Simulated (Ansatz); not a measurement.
# Dielectric response of ZnS (110) films, part 3 of 6

Wanted: ε of zincblende ZnS (110) by finite fields on slabs, and the band edges against the vacuum where run.

Ansatz 0.2.0; plane-wave DFT, PBEsol, Ansatz PAW.

So far, gap on the k-mesh (eV): step 2 (relaxing the film, 10 atoms, units 5) 2.39; step 4 (applied field, field 0.05 V/Å) 2.38; step 5 (applied field, field -0.05 V/Å) 2.38; step 7 (field 0.05 V/Å, other threshold, other force threshold) 2.39; step 8 (field -0.05 V/Å, other threshold, other force threshold) 2.39.

## Step 10: Relaxation, 12 atoms, units 6

This step: plane-wave DFT, PBEsol, Ansatz PAW (Ansatz 0.2.0).

System of this step: ZnS (110), 6 units. The cell holds 12 atoms: 6 Zn and 6 S. Its edges and angles: a = 3.825 Å, b = 5.410 Å, c = 27.564 Å, α = 90.0°, β = 90.0°, γ = 90.0°. It derives from ZnS (zincblende ZnS). Vacuum lies along c.

The next thickness, treated alike, so that differences show the interior and the faces cancel.

File input.yaml:

```yaml
crystal:
  lattice:
    - [3.82544769, 0.0, 0.0]
    - [0.0, 5.41, 0.0]
    - [0.0, 0.0, 27.5636192155]
  atoms:
    - { symbol: Zn, position: [0.5, 0.5, 0.3265173535] }
    - { symbol: S, position: [0.0, 0.75, 0.3265173535] }
    - { symbol: Zn, position: [0.0, 0.0, 0.3959104121] }
    - { symbol: S, position: [0.5, 0.25, 0.3959104121] }
    - { symbol: Zn, position: [0.5, 0.5, 0.4653034707] }
    - { symbol: S, position: [0.0, 0.75, 0.4653034707] }
    - { symbol: Zn, position: [0.0, 0.0, 0.5346965293] }
    - { symbol: S, position: [0.5, 0.25, 0.5346965293] }
    - { symbol: Zn, position: [0.5, 0.5, 0.6040895879] }
    - { symbol: S, position: [0.0, 0.75, 0.6040895879] }
    - { symbol: Zn, position: [0.0, 0.0, 0.6734826465] }
    - { symbol: S, position: [0.5, 0.25, 0.6734826465] }
kpoints:
  mp_grid: { grid: [8, 6, 1] }
hamiltonian:
  xc: pbesol
scf:
  occupations: { method: fixed }
  convergence: { dr2_threshold: 1.0e-09 }
efield:
  axis: 3
  dipole_correction: true
  ramp_position: 0.97
  ramp_width: 0.06
relax:
  f_tol: 0.003
  max_steps: 100
output:
  write_potential: true
  write_density: true
  volumetric_format: npy
```

Started as:

```sh
$ ansatz run input.yaml --threads 16 --pin off --max-ram 32768MiB --backend cpu --events-out ev --progress --plain --runs-dir out
```

Numbers of over 12 decimals in the logs are rounded to 6 here.

The log of the run:

```text
[...]
Crystal: 12 atoms, lattice volume = 570.448 Å³
Basis set: ecut = 420 eV, 11127 PW (Γ), exchange–correlation on 54×80×384 points (8 copies of the dense FFT grid, shifted against one another)
Bands: 66, of which v1, the nominal top of the filled ones, is band 54 counted from 1 (53 counted from 0)
Symmetry: 2 space group operations
[...]
- { symbol: Zn, position: [-3.615499117807371e-18, -0.012265, 0.532584] }
    - { symbol: S, position: [0.500000, 0.236691, 0.535306] }
    - { symbol: Zn, position: [0.500000, 0.486418, 0.605699] }
    - { symbol: S, position: [-4.698377929180828e-18, 0.733394, 0.601476] }
    - { symbol: Zn, position: [-6.537904476386171e-18, 0.056582, 0.654204] }
    - { symbol: S, position: [0.500000, 0.249180, 0.675115] }
[key lines of the parts left out:]
SCF converged after 7 iterations
Free energy (F): -25003.271164 eV
Fermi energy:    -1.239422 eV
Dipole field:    D = 0.000000 V/Å  (p = 0.000000 e·Å, saw-weighted, corrected)
Work function:   Φ+ = 6.1130 eV   Φ− = 6.1130 eV
```

Run time: 31 s. Hardware: 16 threads of Arm Neoverse V2, shared host; peak memory 3 GiB; 7.9 min of CPU time.

Relaxation path:

| step | energy less that of the first step (eV) | largest force component (eV/Å) |
| --- | --- | --- |
| 1 | 0.0000 | 1.2743 |
| 2 | -0.6380 | 0.8444 |
| 3 | -0.9689 | 0.4046 |
| 4 | -1.0710 | 0.0762 |
| 5 | -1.0768 | 0.0173 |
| 6 | -1.0770 | 0.0029 |

The run keeps the 2 symmetry operations that it works with, so distortions that break them were not tested.

The atoms that moved most (Å):

| atom | dx | dy | dz | length |
| --- | --- | --- | --- | --- |
| Zn11 | 0.000 | 0.306 | -0.531 | 0.613 |
| Zn1 | 0.000 | 0.306 | 0.531 | 0.613 |
| S4 | 0.000 | -0.090 | 0.072 | 0.115 |
| S10 | 0.000 | -0.090 | -0.072 | 0.115 |
| Zn5 | 0.000 | -0.066 | 0.058 | 0.088 |
| Zn7 | 0.000 | -0.066 | -0.058 | 0.088 |
| Zn3 | 0.000 | -0.073 | -0.044 | 0.086 |
| Zn9 | 0.000 | -0.073 | 0.044 | 0.086 |

The relaxed structure:

```cif
data_structure
_symmetry_space_group_name_H-M 'P 1'
_symmetry_Int_Tables_number 1
_cell_length_a 3.8254
_cell_length_b 5.4100
_cell_length_c 27.5636
_cell_angle_alpha 90.000
_cell_angle_beta 90.000
_cell_angle_gamma 90.000
_cell_volume 570.45
loop_
_atom_site_label
_atom_site_type_symbol
_atom_site_fract_x
_atom_site_fract_y
_atom_site_fract_z
_atom_site_occupancy
Zn1 Zn 0.50000 0.55658 0.34580 1
S2 S 0.00000 0.74918 0.32489 1
Zn3 Zn 0.00000 0.98642 0.39430 1
S4 S 0.50000 0.23339 0.39852 1
Zn5 Zn 0.50000 0.48774 0.46742 1
S6 S 0.00000 0.73669 0.46469 1
Zn7 Zn 0.00000 0.98774 0.53258 1
S8 S 0.50000 0.23669 0.53531 1
Zn9 Zn 0.50000 0.48642 0.60570 1
S10 S 0.00000 0.73339 0.60148 1
Zn11 Zn 0.00000 0.05658 0.65420 1
S12 S 0.50000 0.24918 0.67511 1
```

The relaxation took 6 steps and lowered the energy by 1.1 eV; the largest force on the free atoms ends at 0.0029 eV/Å.

The gap is 2.35 eV, with the valence edge 6.11 eV and the conduction edge 3.77 eV under the upper vacuum level.

## Step 11: Single point on the relaxed film, 12 atoms, units 6

The next thickness, treated alike, so that differences show the interior and the faces cancel.

File input.yaml:

```yaml
crystal:
  lattice:
    - [3.82544769, 0.0, 0.0]
    - [0.0, 5.41, 0.0]
    - [0.0, 0.0, 27.5636192155]
  atoms:
    - { symbol: Zn, position: [0.5, 0.5565816718, 0.3457956859] }
    - { symbol: S, position: [0.0, 0.7491796093, 0.3248852322] }
    - { symbol: Zn, position: [0.0, -0.0135819737, 0.3943006408] }
    - { symbol: S, position: [0.5, 0.2333943946, 0.398524498] }
    - { symbol: Zn, position: [0.5, 0.4877352205, 0.4674158658] }
    - { symbol: S, position: [0.0, 0.7366910716, 0.4646942367] }
    - { symbol: Zn, position: [0.0, -0.0122647771, 0.5325841343] }
    - { symbol: S, position: [0.5, 0.2366910727, 0.5353057636] }
    - { symbol: Zn, position: [0.5, 0.4864180281, 0.6056993593] }
    - { symbol: S, position: [0.0, 0.7333943968, 0.6014755018] }
    - { symbol: Zn, position: [0.0, 0.0565816746, 0.6542043139] }
    - { symbol: S, position: [0.5, 0.249179611, 0.6751147678] }
kpoints:
  mp_grid: { grid: [8, 6, 1] }
hamiltonian:
  xc: pbesol
scf:
  occupations: { method: fixed }
  convergence: { dr2_threshold: 1.0e-09 }
efield:
  axis: 3
  dipole_correction: true
  ramp_position: 0.97
  ramp_width: 0.06
output:
  eigenvalues: true
  write_potential: true
  write_density: true
  volumetric_format: npy
  elf: true
```

The log of the run:

```text
[...]
Crystal: 12 atoms, lattice volume = 570.448 Å³
Basis set: ecut = 420 eV, 11127 PW (Γ)
Bands: 66, of which v1, the nominal top of the filled ones, is band 54 counted from 1 (53 counted from 0)
Symmetry: 2 space group operations
k-points: 20 of 48 (time reversal used)
[...]
k-point 1: bands = [... 50 lower, -1.5750, -1.4880, -1.4235, -1.4223, 1.5535, 1.9378, 2.2582, 2.5330, ... 8 higher]
  k-point 2: bands = [... 50 lower, -1.8356, -1.8096, -1.7072, -1.5962, 2.1238, 2.2169, 2.4075, 2.4398, ... 8 higher]
  k-point 19: bands = [... 50 lower, -2.2100, -2.2100, -1.9590, -1.9590, 2.2559, 2.2559, 3.2760, 3.2760, ... 8 higher]
[key lines of the parts left out:]
SCF converged after 11 iterations
Free energy (F): -25003.271580 eV
Fermi energy:    -1.239404 eV
Dipole field:    D = 0.000001 V/Å  (p = 0.000002 e·Å, saw-weighted, corrected)
Work function:   Φ+ = 6.1129 eV   Φ− = 6.1130 eV
```

Elapsed: 8 s, on 16 threads; peak memory 3 GiB.

The gap is 2.35 eV, with the valence edge 6.11 eV and the conduction edge 3.77 eV under the upper vacuum level.

## Step 12: Single point, 12 atoms, units 6, field 0.05 V/Å

Edit input.yaml of step 11 so:

```diff
@@ -24,3 +24,3 @@
   occupations: { method: fixed }
-  convergence: { dr2_threshold: 1.0e-09 }
+  convergence: { dr2_threshold: 1.0e-10 }
 efield:
@@ -30,4 +30,4 @@
   ramp_width: 0.06
+  amplitude: 0.05
 output:
-  eigenvalues: true
   write_potential: true
@@ -35,2 +35 @@
   volumetric_format: npy
-  elf: true
```

The log of the run:

```text
[...]
Crystal: 12 atoms, lattice volume = 570.448 Å³
Basis set: ecut = 420 eV, 11127 PW (Γ)
Bands: 66, of which v1, the nominal top of the filled ones, is band 54 counted from 1 (53 counted from 0)
Symmetry: 2 space group operations
k-points: 20 of 48 (time reversal used)
[...]
k-point 0: bands = [... 50 lower, -1.4701, -1.3838, -1.3672, -1.2354, 1.1063, 1.8817, 2.1296, 2.5908, ... 8 higher]
  k-point 1: bands = [... 50 lower, -1.5760, -1.4946, -1.4215, -1.4147, 1.5514, 1.9387, 2.2569, 2.5327, ... 8 higher]
  k-point 2: bands = [... 50 lower, -1.8559, -1.7891, -1.7110, -1.5915, 2.1203, 2.2151, 2.4040, 2.4462, ... 8 higher]
  k-point 19: bands = [... 50 lower, -2.2298, -2.1892, -1.9851, -1.9326, 2.2352, 2.2753, 3.2706, 3.2811, ... 8 higher]
[key lines of the parts left out:]
SCF converged after 15 iterations
Free energy (F): -25003.272984 eV
Fermi energy:    -1.235425 eV
Dipole field:    D = 0.017809 V/Å  (p = 0.056142 e·Å, saw-weighted, corrected)
```

Elapsed: 9.2 s, on 16 threads; peak memory 3 GiB; 2.3 min of CPU time.

The dipole is 0.0561 e·Å, and the gap on the mesh 2.342 eV.

## Step 13: Atoms held, 12 atoms, units 6, field -0.05 V/Å

Edit input.yaml of step 12 so:

```diff
@@ -30,3 +30,3 @@
   ramp_width: 0.06
-  amplitude: 0.05
+  amplitude: -0.05
 output:
```

The log of the run:

```text
[...]
Crystal: 12 atoms, lattice volume = 570.448 Å³
Basis set: ecut = 420 eV, 11127 PW (Γ)
Bands: 66, of which v1, the nominal top of the filled ones, is band 54 counted from 1 (53 counted from 0)
Symmetry: 2 space group operations
k-points: 20 of 48 (time reversal used)
[...]
k-point 0: bands = [... 50 lower, -1.4701, -1.3838, -1.3672, -1.2354, 1.1063, 1.8817, 2.1296, 2.5908, ... 8 higher]
  k-point 1: bands = [... 50 lower, -1.5760, -1.4946, -1.4215, -1.4147, 1.5514, 1.9387, 2.2569, 2.5327, ... 8 higher]
  k-point 2: bands = [... 50 lower, -1.8559, -1.7891, -1.7110, -1.5915, 2.1203, 2.2151, 2.4040, 2.4462, ... 8 higher]
  k-point 19: bands = [... 50 lower, -2.2298, -2.1892, -1.9851, -1.9326, 2.2352, 2.2753, 3.2706, 3.2811, ... 8 higher]
[key lines of the parts left out:]
SCF converged after 15 iterations
Free energy (F): -25003.272984 eV
Fermi energy:    -1.235425 eV
Dipole field:    D = -0.017808 V/Å  (p = -0.056141 e·Å, saw-weighted, corrected)
```

It took 9.3 s on 16 threads; peak memory 3 GiB.

The dipole is -0.0561 e·Å, and the gap on the mesh 2.342 eV.

## Step 14: Response with the atoms held, 12 atoms, units 6

This step: plane-wave DFT, PBEsol, Ansatz PAW; response to a field along the normal, atoms held (Ansatz 0.2.0).

Local field over the applied field, running mean. From the potentials at -0.05 and 0.05 V/Å; running mean over 1.913 Å, taken twice. The local field over applied field by z:

| z (Å) | local field over applied field |
| --- | --- |
| 4.5 | 0.999 |
| 5.0 | 0.997 |
| 5.5 | 0.990 |
| 6.0 | 0.973 |
| 6.5 | 0.930 |
| 7.0 | 0.850 |
| 7.5 | 0.728 |
| 8.0 | 0.574 |
| 8.5 | 0.416 |
| 9.0 | 0.286 |
| 9.5 | 0.200 |
| 10.0 | 0.161 |
| 10.5 | 0.154 |
| 11.0 | 0.159 |
| 11.5 | 0.164 |
| 12.0 | 0.166 |
| 12.5 | 0.164 |
| 13.0 | 0.163 |
| 13.5 | 0.162 |
| 14.0 | 0.162 |
| 14.5 | 0.162 |
| 15.0 | 0.164 |
| 15.5 | 0.165 |
| 16.0 | 0.165 |
| 16.5 | 0.160 |
| 17.0 | 0.154 |
| 17.5 | 0.159 |
| 18.0 | 0.193 |
| 18.5 | 0.272 |
| 19.0 | 0.398 |
| 19.5 | 0.554 |
| 20.0 | 0.710 |
| 20.5 | 0.837 |
| 21.0 | 0.922 |
| 21.5 | 0.969 |
| 22.0 | 0.989 |
| 22.5 | 0.996 |
| 23.0 | 0.999 |

The induced dipole is that of a conductor 9.82 Å thick.

## Step 15: Relaxing the film, 16 atoms, units 8

This step: plane-wave DFT, PBEsol, Ansatz PAW (Ansatz 0.2.0).

System of this step: ZnS (110), 8 units. The cell holds 16 atoms: 8 Zn and 8 S. Its edges and angles: a = 3.825 Å, b = 5.410 Å, c = 31.389 Å, α = 90.0°, β = 90.0°, γ = 90.0°. It derives from ZnS (zincblende ZnS). Vacuum lies along c.

The next thickness, treated alike, so that differences show the interior and the faces cancel.

File input.yaml:

```yaml
crystal:
  lattice:
    - [3.82544769, 0.0, 0.0]
    - [0.0, 5.41, 0.0]
    - [0.0, 0.0, 31.3890669018]
  atoms:
    - { symbol: Zn, position: [0.5, 0.5, 0.2867240376] }
    - { symbol: S, position: [0.0, 0.75, 0.2867240376] }
    - { symbol: Zn, position: [0.0, 0.0, 0.3476600269] }
    - { symbol: S, position: [0.5, 0.25, 0.3476600269] }
    - { symbol: Zn, position: [0.5, 0.5, 0.4085960161] }
    - { symbol: S, position: [0.0, 0.75, 0.4085960161] }
    - { symbol: Zn, position: [0.0, 0.0, 0.4695320054] }
    - { symbol: S, position: [0.5, 0.25, 0.4695320054] }
    - { symbol: Zn, position: [0.5, 0.5, 0.5304679946] }
    - { symbol: S, position: [0.0, 0.75, 0.5304679946] }
    - { symbol: Zn, position: [0.0, 0.0, 0.5914039839] }
    - { symbol: S, position: [0.5, 0.25, 0.5914039839] }
    - { symbol: Zn, position: [0.5, 0.5, 0.6523399731] }
    - { symbol: S, position: [0.0, 0.75, 0.6523399731] }
    - { symbol: Zn, position: [0.0, 0.0, 0.7132759624] }
    - { symbol: S, position: [0.5, 0.25, 0.7132759624] }
kpoints:
  mp_grid: { grid: [8, 6, 1] }
hamiltonian:
  xc: pbesol
scf:
  occupations: { method: fixed }
  convergence: { dr2_threshold: 1.0e-09 }
efield:
  axis: 3
  dipole_correction: true
  ramp_position: 0.97
  ramp_width: 0.06
relax:
  f_tol: 0.003
  max_steps: 100
output:
  write_potential: true
  write_density: true
  volumetric_format: npy
```

The log of the run:

```text
[...]
Crystal: 16 atoms, lattice volume = 649.618 Å³
Basis set: ecut = 420 eV, 12679 PW (Γ), exchange–correlation on 54×80×432 points (8 copies of the dense FFT grid, shifted against one another)
Bands: 88, of which v1, the nominal top of the filled ones, is band 72 counted from 1 (71 counted from 0)
Symmetry: 2 space group operations
[...]
- { symbol: Zn, position: [-3.596295002478103e-18, -0.00820624, 0.588871] }
    - { symbol: S, position: [0.500000, 0.240533, 0.590638] }
    - { symbol: Zn, position: [0.500000, 0.489219, 0.652535] }
    - { symbol: S, position: [-5.0213535819556774e-18, 0.736543, 0.649147] }
    - { symbol: Zn, position: [-6.881283712684754e-18, 0.059811, 0.695414] }
    - { symbol: S, position: [0.500000, 0.252672, 0.713606] }
[key lines of the parts left out:]
SCF converged after 8 iterations
Free energy (F): -33338.142679 eV
Fermi energy:    -0.400655 eV
Dipole field:    D = 0.000000 V/Å  (p = 0.000001 e·Å, saw-weighted, corrected)
Work function:   Φ+ = 6.1091 eV   Φ− = 6.1091 eV
```

Elapsed: 62 s, on 16 threads; peak memory 4.3 GiB; 16 min of CPU time.

Step by step:

| step | energy less that of the first step (eV) | largest force component (eV/Å) |
| --- | --- | --- |
| 1 | 0.0000 | 1.2723 |
| 2 | -0.6390 | 0.8465 |
| 3 | -0.9689 | 0.4086 |
| 4 | -1.0771 | 0.0866 |
| 5 | -1.0867 | 0.0225 |
| 6 | -1.0865 | 0.0394 |
| 7 | -1.0870 | 0.0024 |

Relaxation step 6 was tried and not accepted.

Forces are held to the 2 operations that the run works with; a distortion that breaks them can't arise in this run.

The atoms that moved most (Å):

| atom | dx | dy | dz | length |
| --- | --- | --- | --- | --- |
| Zn1 | 0.000 | 0.324 | 0.561 | 0.647 |
| Zn15 | 0.000 | 0.324 | -0.561 | 0.647 |
| S14 | 0.000 | -0.073 | -0.100 | 0.124 |
| S4 | 0.000 | -0.073 | 0.100 | 0.124 |
| Zn11 | 0.000 | -0.044 | -0.080 | 0.091 |
| Zn5 | 0.000 | -0.044 | 0.080 | 0.091 |
| S10 | 0.000 | -0.063 | -0.031 | 0.071 |
| S8 | 0.000 | -0.063 | 0.031 | 0.071 |

The relaxation took 7 steps and lowered the energy by 1.1 eV; the largest force on the free atoms ends at 0.0024 eV/Å.

The gap is 2.28 eV, with the valence edge 6.11 eV and the conduction edge 3.83 eV under the upper vacuum level.

## Step 16: Single point on the relaxed film, 16 atoms, units 8

The next thickness, treated alike, so that differences show the interior and the faces cancel.

File input.yaml:

```yaml
crystal:
  lattice:
    - [3.82544769, 0.0, 0.0]
    - [0.0, 5.41, 0.0]
    - [0.0, 0.0, 31.3890669018]
  atoms:
    - { symbol: Zn, position: [0.5, 0.5598108661, 0.3045863785] }
    - { symbol: S, position: [0.0, 0.7526722559, 0.2863939133] }
    - { symbol: Zn, position: [0.0, -0.0107812091, 0.3474652597] }
    - { symbol: S, position: [0.5, 0.2365432198, 0.3508527755] }
    - { symbol: Zn, position: [0.5, 0.4917937619, 0.4111293897] }
    - { symbol: S, position: [0.0, 0.7405326636, 0.4093621798] }
    - { symbol: Zn, position: [0.0, -0.0088722989, 0.4694071905] }
    - { symbol: S, position: [0.5, 0.2383007447, 0.4705329662] }
    - { symbol: Zn, position: [0.5, 0.4911277012, 0.5305928097] }
    - { symbol: S, position: [0.0, 0.7383007448, 0.5294670331] }
    - { symbol: Zn, position: [0.0, -0.0082062384, 0.5888706101] }
    - { symbol: S, position: [0.5, 0.2405326637, 0.5906378196] }
    - { symbol: Zn, position: [0.5, 0.4892187893, 0.6525347416] }
    - { symbol: S, position: [0.0, 0.736543217, 0.6491472237] }
    - { symbol: Zn, position: [0.0, 0.0598108646, 0.6954136217] }
    - { symbol: S, position: [0.5, 0.2526722538, 0.7136060872] }
kpoints:
  mp_grid: { grid: [8, 6, 1] }
hamiltonian:
  xc: pbesol
scf:
  occupations: { method: fixed }
  convergence: { dr2_threshold: 1.0e-09 }
efield:
  axis: 3
  dipole_correction: true
  ramp_position: 0.97
  ramp_width: 0.06
output:
  eigenvalues: true
  write_potential: true
  write_density: true
  volumetric_format: npy
```

The log of the run:

```text
[...]
Crystal: 16 atoms, lattice volume = 649.618 Å³
Basis set: ecut = 420 eV, 12679 PW (Γ)
Bands: 88, of which v1, the nominal top of the filled ones, is band 72 counted from 1 (71 counted from 0)
Symmetry: 2 space group operations
k-points: 20 of 48 (time reversal used)
[...]
k-point 1: bands = [... 68 lower, -0.6764, -0.6149, -0.5894, -0.5287, 2.3743, 2.6357, 3.0606, 3.0821, ... 12 higher]
  k-point 2: bands = [... 68 lower, -0.9855, -0.9785, -0.7977, -0.7951, 2.9535, 3.0268, 3.1180, 3.2586, ... 12 higher]
  k-point 19: bands = [... 68 lower, -1.3188, -1.3188, -1.0945, -1.0945, 3.0321, 3.0321, 3.7534, 3.7534, ... 12 higher]
[key lines of the parts left out:]
SCF converged after 11 iterations
Free energy (F): -33338.143173 eV
Fermi energy:    -0.400682 eV
Dipole field:    D = 0.000001 V/Å  (p = 0.000005 e·Å, saw-weighted, corrected)
Work function:   Φ+ = 6.1091 eV   Φ− = 6.1092 eV
```

It took 14 s on 16 threads; peak memory 4.3 GiB; 3.5 min of CPU time.

The gap is 2.28 eV, with the valence edge 6.11 eV and the conduction edge 3.83 eV under the upper vacuum level.

## Step 17: Atoms held, 16 atoms, units 8, field 0.05 V/Å

Edit input.yaml of step 16 so:

```diff
@@ -28,3 +28,3 @@
   occupations: { method: fixed }
-  convergence: { dr2_threshold: 1.0e-09 }
+  convergence: { dr2_threshold: 1.0e-10 }
 efield:
@@ -34,4 +34,4 @@
   ramp_width: 0.06
+  amplitude: 0.05
 output:
-  eigenvalues: true
   write_potential: true
```

The log of the run:

```text
[...]
Crystal: 16 atoms, lattice volume = 649.618 Å³
Basis set: ecut = 420 eV, 12679 PW (Γ)
Bands: 88, of which v1, the nominal top of the filled ones, is band 72 counted from 1 (71 counted from 0)
Symmetry: 2 space group operations
k-points: 20 of 48 (time reversal used)
[...]
k-point 0: bands = [... 68 lower, -0.5428, -0.4799, -0.4732, -0.3872, 1.8752, 2.4688, 2.9256, 3.1546, ... 12 higher]
  k-point 1: bands = [... 68 lower, -0.6777, -0.6355, -0.5649, -0.5246, 2.3693, 2.6385, 3.0557, 3.0835, ... 12 higher]
  k-point 2: bands = [... 68 lower, -1.0263, -0.9362, -0.8311, -0.7602, 2.9456, 3.0242, 3.1168, 3.2637, ... 12 higher]
  k-point 19: bands = [... 68 lower, -1.3449, -1.2900, -1.1318, -1.0561, 3.0047, 3.0569, 3.7502, 3.7570, ... 12 higher]
[key lines of the parts left out:]
SCF converged after 15 iterations
Free energy (F): -33338.145026 eV
Fermi energy:    -0.387235 eV
Dipole field:    D = 0.020638 V/Å  (p = 0.074090 e·Å, saw-weighted, corrected)
```

Run time: 16 s. Hardware: 16 threads; peak memory 4.3 GiB; 4.1 min of CPU time.

The dipole is 0.0741 e·Å, and the gap on the mesh 2.262 eV.

## Step 18: Single point, 16 atoms, units 8, field -0.05 V/Å

Edit input.yaml of step 17 so:

```diff
@@ -34,3 +34,3 @@
   ramp_width: 0.06
-  amplitude: 0.05
+  amplitude: -0.05
 output:
```

The log of the run:

```text
[...]
Crystal: 16 atoms, lattice volume = 649.618 Å³
Basis set: ecut = 420 eV, 12679 PW (Γ)
Bands: 88, of which v1, the nominal top of the filled ones, is band 72 counted from 1 (71 counted from 0)
Symmetry: 2 space group operations
k-points: 20 of 48 (time reversal used)
[...]
k-point 0: bands = [... 68 lower, -0.5428, -0.4799, -0.4732, -0.3872, 1.8752, 2.4688, 2.9256, 3.1546, ... 12 higher]
  k-point 1: bands = [... 68 lower, -0.6777, -0.6355, -0.5649, -0.5246, 2.3693, 2.6385, 3.0557, 3.0835, ... 12 higher]
  k-point 2: bands = [... 68 lower, -1.0263, -0.9362, -0.8311, -0.7602, 2.9456, 3.0242, 3.1168, 3.2637, ... 12 higher]
  k-point 19: bands = [... 68 lower, -1.3449, -1.2900, -1.1318, -1.0561, 3.0047, 3.0569, 3.7502, 3.7570, ... 12 higher]
[key lines of the parts left out:]
SCF converged after 15 iterations
Free energy (F): -33338.145025 eV
Fermi energy:    -0.387232 eV
Dipole field:    D = -0.020636 V/Å  (p = -0.074083 e·Å, saw-weighted, corrected)
```

Elapsed: 16 s, on 16 threads; peak memory 4.3 GiB.

The dipole is -0.0741 e·Å, and the gap on the mesh 2.262 eV.

(Continued in part 4 of 6.)

[Logs are printed without paths, hosts, clocks, repeated set-up lines and the standing remarks that a program may print on its own settings, such as how far it seeks lower states.]

[Hosts, paths, dates, database ids (printed as entryN), source tags and the programs' standing remarks are cut or masked in the printed files.]

[Maps of the electrostatic potential energy from Ansatz leave out the sawtooth potential of an applied field or a dipole correction, so their vacuum need not be flat; planar profiles and work functions include it.]
